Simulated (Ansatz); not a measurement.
Lu:

```
Lu
1.0
     3.50310    0.00000    0.00000
    -1.75155    3.03377    0.00000
     0.00000    0.00000    5.55090
Lu
2
Direct
  0.66667 0.33333 0.75000
  0.33333 0.66667 0.25000
```

* Program: Ansatz 0.2.0
* Task: single point
* Functional: PBE
* Potentials or basis: all-electron LAPW, scalar-relativistic
* Cutoff: 173 eV (chosen from the basis error)
* Basis error allowed: 0.001 eV/atom
* k mesh: 9 × 9 × 5
* Occupations: fermi-dirac, width 0.05 eV
* Spin: no spin polarisation

On this cell: pressure -0.5 GPa; largest force under 0.003 eV/Å; band gap on the k mesh none (metal or under the smearing width).

The same run follows on a disturbed copy (atoms moved at random, drawn with an rms of 0.05 Å):

```xyz
2
Lattice="3.5031 0.0000 0.0000 -1.7515 3.0338 0.0000 0.0000 0.0000 5.5509" Properties=species:S:1:pos:R:3 pbc="T T T"
Lu    1.7575    1.0135    4.1754
Lu    0.0088    2.0001    1.3814
```

Problem. What changes?

Solution. The energy (extrapolated to zero smearing) moves by +0.5 meV/atom; pressure -0.5 GPa; largest force 0.084 eV/Å; band gap on the k mesh none (metal or under the smearing width).

Forces on the atoms (eV/Å):
```
Lu   0.004 -0.031 -0.077
Lu  -0.004  0.031  0.077
```

Stress tensor (GPa, compression positive):
```
-0.13 -0.01  0.00
-0.01 -0.25  0.01
 0.00  0.01 -1.15
```
